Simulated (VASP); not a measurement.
# Be (P6_3/mmc) in VASP: a series of runs, part 2 of 2

VASP 6.6.1.

## 4. Single point, PBE0

The input, POSCAR:

```
Be                                      
1.0
    2.2618905851      0.0000000000      0.0000000000
   -1.1309452926      1.9588547073      0.0000000000
    0.0000000000      0.0000000000      3.5709395564
  Be            
     2
Direct
     0.3333333332999970    0.6666666667000030    0.2500000000000000
     0.6666666667000030    0.3333333332999970    0.7500000000000000
```

The input, INCAR.step1:

```
SYSTEM = Be
PREC     = Accurate       ! precision mode
ENCUT    = 450            ! plane-wave cutoff, eV
EDIFF    = 1E-5           ! SCF threshold, eV
ISMEAR   = 1              ! smearing method
SIGMA    = 0.1            ! smearing width, eV
LREAL    = .FALSE.        ! projectors in reciprocal space
LASPH    = .TRUE.         ! aspherical terms in the spheres
NELM     = 120            ! most SCF steps
ALGO     = Normal         ! electronic algorithm
ISIF     = 2              ! what is computed and relaxed
LWAVE    = .TRUE.         ! write WAVECAR
LCHARG   = .FALSE.        ! write CHGCAR
NBANDS   = 9              ! bands
KPAR     = 4            
GGA      = PE             ! functional
```

The input, INCAR.step2:

```
SYSTEM = Be
PREC     = Accurate       ! precision mode
ENCUT    = 450            ! plane-wave cutoff, eV
EDIFF    = 1E-6           ! SCF threshold, eV
ISMEAR   = 1              ! smearing method
SIGMA    = 0.1            ! smearing width, eV
LREAL    = .FALSE.        ! projectors in reciprocal space
LASPH    = .TRUE.         ! aspherical terms in the spheres
NELM     = 120            ! most SCF steps
ALGO     = Normal         ! electronic algorithm
ISIF     = 2              ! what is computed and relaxed
LWAVE    = .FALSE.        ! write WAVECAR
LCHARG   = .FALSE.        ! write CHGCAR
GGA      = PE             ! functional
LHFCALC  = .TRUE.         ! exact exchange
AEXX     = 0.25           ! exact-exchange fraction
PRECFOCK = Fast         
HFRCUT   = -1           
NBANDS   = 9              ! bands
KPAR     = 4            
ISTART   = 1
```

The input, KPOINTS:

```
Automatic mesh
0
G
  12 12 7
  0 0 0
```

Potentials or basis: VASP PAW PBE potentials, release 64 (Be).

Run with:

```bash
> cat potpaw_PBE.64/Be/POTCAR > POTCAR
> cp INCAR.step1 INCAR
> mpirun -np 4 vasp_std > vasp.out
> cp INCAR.step2 INCAR
> mpirun -np 4 vasp_std > vasp.out
```

OUTCAR:

```text
SYSTEM = Be
   PREC = Accurate
   ENCUT = 450
   EDIFF = 1E-6
   ISMEAR = 1
   LREAL = .FALSE.
   LASPH = .TRUE.
   NELM = 120
   ISIF = 2
   GGA = PE
   LHFCALC = .TRUE.
   AEXX = 0.25
   PRECFOCK = Fast
   ISTART = 1

 ion  position               nearest neighbor table
   1  0.333  0.667  0.250-   2 2.21   2 2.21   2 2.21   2 2.21   2 2.21   2 2.21
   2  0.667  0.333  0.750-   1 2.21   1 2.21   1 2.21   1 2.21   1 2.21   1 2.21

  LATTYP: Found a hexagonal cell.
 ALAT       =     2.2618905851
 C/A-ratio  =     1.5787410673

  Lattice vectors:

 A1 = (   2.2618905851,   0.0000000000,   0.0000000000)
 A2 = (  -1.1309452926,   1.9588547073,   0.0000000000)
 A3 = (   0.0000000000,   0.0000000000,   3.5709395564)

Analysis of symmetry for initial positions (statically):
=====================================================================
 Subroutine PRICEL returns:
 Original cell was already a primitive cell.

 Routine SETGRP: Setting up the symmetry group for a
 hexagonal supercell.

 Subroutine GETGRP returns: Found 24 space group operations
 (whereof 12 operations were pure point group operations)
 out of a pool of 24 trial point group operations.

The static configuration has the point symmetry D_3d.
 The point group associated with its full space group is D_6h.

Analysis of symmetry for dynamics (positions and initial velocities):
=====================================================================
 Subroutine PRICEL returns:
 Original cell was already a primitive cell.

 Routine SETGRP: Setting up the symmetry group for a
 hexagonal supercell.

 Subroutine GETGRP returns: Found 24 space group operations
 (whereof 12 operations were pure point group operations)
 out of a pool of 24 trial point group operations.

The dynamic configuration has the point symmetry D_3d.
 The point group associated with its full space group is D_6h.

 Subroutine INISYM returns: Found 24 space group operations
 (whereof 12 operations are pure point group operations),
 and found     1 'primitive' translations

[... 131 lines left out ...]
   LEPSILON=     F    determine dielectric tensor
   LRPA    =     F    only Hartree local field effects (RPA)
 non-spin polarized calculation
 Methfessel and Paxton  Order N= 1 SIGMA  =   0.10
  energy-cutoff  :      450.00
  volume of cell :       15.82
 maximum number of plane-waves:       353
 NGX is ok and might be reduce to    16
  NGX = 10; NGY = 10; NGZ = 16

 number of electron       4.0000000 magnetization

 Free energy of the ion-electron system (eV)
  ---------------------------------------------------
  ext. energy  EPLUGINS =         0.00000000
  ---------------------------------------------------
  free energy    TOTEN  =        -7.76344290 eV

  energy without entropy =       -7.76320338  energy(sigma->0) =       -7.76336306

 E-fermi :   7.5976     XC(G=0):  -8.3215

 val. band max:        6.5581163434   @ k =   0.3333   0.3333   0.4286
 cond. band min:       7.6159583396   @ k =   0.2500   0.1667   0.0000
 fundamental gap:      1.0578419962
 Fermi energy:         7.5976050663

 k-point     1 :       0.0000    0.0000    0.0000
  band No.  band energies     occupation
      1      -6.4350      2.00000
      2       1.4739      2.00000
      3       8.7127     -0.00000
      4      24.7983      0.00000
      5      24.7983      0.00000
      6      27.6818      0.00000
      7      27.6818      0.00000
      8      29.7854      0.00000
      9      35.7738      0.00000
[... 265 lines left out ...]
 k-point    24 :       0.3333    0.0000    0.1429
  band No.  band energies     occupation
      1      -2.6106      2.00000
      2       4.3878      2.00000
      3       9.7339      0.00000
      4      14.8937      0.00000
      5      19.1382      0.00000
      6      19.1676      0.00000
      7      23.8236      0.00000
      8      25.7336      0.00000
      9      28.1884      0.00000

 [... further k-points ...]

------------------------ aborting loop because EDIFF is reached ----------------------------------------

  FORCE on cell =-STRESS in cart. coord.  units (eV):
  Direction    XX          YY          ZZ          XY          YZ          ZX
  --------------------------------------------------------------------------------------
  -------------------------------------------------------------------------------------
  Total       -0.0422253     -0.0422253     -0.1737587      0.0000000      0.0000000      0.0000000
  in kB       -4.2758966     -4.2758966    -17.5954647      0.0000000      0.0000000      0.0000000
  external PRESSURE =      -8.7157526 kB  Pullay stress =       0.0000000 kB

 VOLUME and BASIS-vectors are now :
 -----------------------------------------------------------------------------
  energy-cutoff  :      450.00
  volume of cell :       15.82
      direct lattice vectors                 reciprocal lattice vectors
     2.261890585  0.000000000  0.000000000     0.442108034  0.255251193  0.000000000
    -1.130945293  1.958854707  0.000000000     0.000000000  0.510502385  0.000000000
     0.000000000  0.000000000  3.570939556     0.000000000  0.000000000  0.280038344

 POSITION                                       TOTAL-FORCE (eV/Angst)
 -----------------------------------------------------------------------------------
     -0.00000      1.30590      0.89273         0.000000      0.000000      0.000000
      1.13095      0.65295      2.67820        -0.000000     -0.000000     -0.000000
 -----------------------------------------------------------------------------------
    total drift:                                0.000000      0.000000     -0.000000

  FREE ENERGIE OF THE ION-ELECTRON SYSTEM (eV)
  ---------------------------------------------------
  free  energy   TOTEN  =        -7.7634428955 eV

  energy  without entropy=       -7.7632033802  energy(sigma->0) =       -7.76336306
```

OUTCAR.step1:

```text
SYSTEM = Be
   PREC = Accurate
   ENCUT = 450
   EDIFF = 1E-5
   ISMEAR = 1
   LREAL = .FALSE.
   LASPH = .TRUE.
[... 514 lines left out ...]
     -0.00000      1.30590      0.89273        -0.000000      0.000000      0.000000
      1.13095      0.65295      2.67820         0.000000     -0.000000      0.000000
 -----------------------------------------------------------------------------------
    total drift:                                0.000000     -0.000000      0.000000

  FREE ENERGIE OF THE ION-ELECTRON SYSTEM (eV)
  ---------------------------------------------------
  free  energy   TOTEN  =        -7.5428805005 eV

  energy  without entropy=       -7.5425599628  energy(sigma->0) =       -7.54277365
```

OSZICAR.step1:

```text
N       E                     dE             d eps       ncg     rms          rms(c)
DAV:   1    -0.287684724441E+01   -0.28768E+01   -0.16718E+03  1376   0.329E+02
DAV:   2    -0.755662919395E+01   -0.46798E+01   -0.45175E+01  2055   0.515E+01
DAV:   3    -0.760697628437E+01   -0.50347E-01   -0.50197E-01  1536   0.363E+00
DAV:   4    -0.760705976441E+01   -0.83480E-04   -0.83476E-04  1681   0.148E-01
DAV:   5    -0.760705981319E+01   -0.48775E-07   -0.47734E-07  1544   0.351E-03    0.121E+00
DAV:   6    -0.756120415597E+01    0.45856E-01   -0.59266E-03  1499   0.769E-01    0.742E-01
DAV:   7    -0.754290422119E+01    0.18300E-01   -0.64289E-03  1523   0.802E-01    0.273E-02
DAV:   8    -0.754288137504E+01    0.22846E-04   -0.14132E-05  1511   0.313E-02    0.945E-03
DAV:   9    -0.754288050048E+01    0.87456E-06   -0.27365E-06  1076   0.143E-02
   1 F= -.75428805E+01 E0= -.75427737E+01  d E =-.320538E-03
```

Run time: 3.2 min. Hardware: 4 MPI ranks of Intel Xeon Platinum 8488C (Sapphire Rapids), shared host; peak memory 0.13 GiB.

What came out:

* Free energy: -7.7634 eV
* Pressure: -0.9 GPa
* Band gap on the k mesh: none (metal or under the smearing width)

Stress tensor (GPa, compression positive):
```
-0.43  0.00  0.00
 0.00 -0.43  0.00
 0.00  0.00 -1.76
```

Caveat: the PAW data sets were made with another functional, which shifts forces and pressure a little.

## 5. Overview

| level | k mesh | grid for exact exchange (PRECFOCK) | screening parameter | exchange at q = 0 | gap on the mesh (eV) | pressure (GPa) |
| --- | --- | --- | --- | --- | --- | --- |
| r2SCAN | 22 × 22 × 12 | - | - | - | none | 0.1 |
| HSE06 | 12 × 12 × 7 | Fast | 0.2 1/A | - | none | -0.8 |
| PBE0 | 12 × 12 × 7 | Fast | - | truncated | none | -0.9 |

Alike in all rows: task single point; potentials or basis VASP PAW PBE potentials, release 64 (Be); no spin polarisation; cell as given; cutoff (eV) 450; smearing methfessel-paxton 0.1 eV.

Every run on the cell as given and a fine mesh finds a metal. The pressure there spans -0.9 GPa (PBE0) to 0.1 GPa (r2SCAN); a positive pressure means that this level wants a larger cell, a negative one a smaller.

Caveats: the PAW data sets were made with another functional, which shifts forces and pressure a little.

Absolute energies hang on the potentials; compare differences alone.
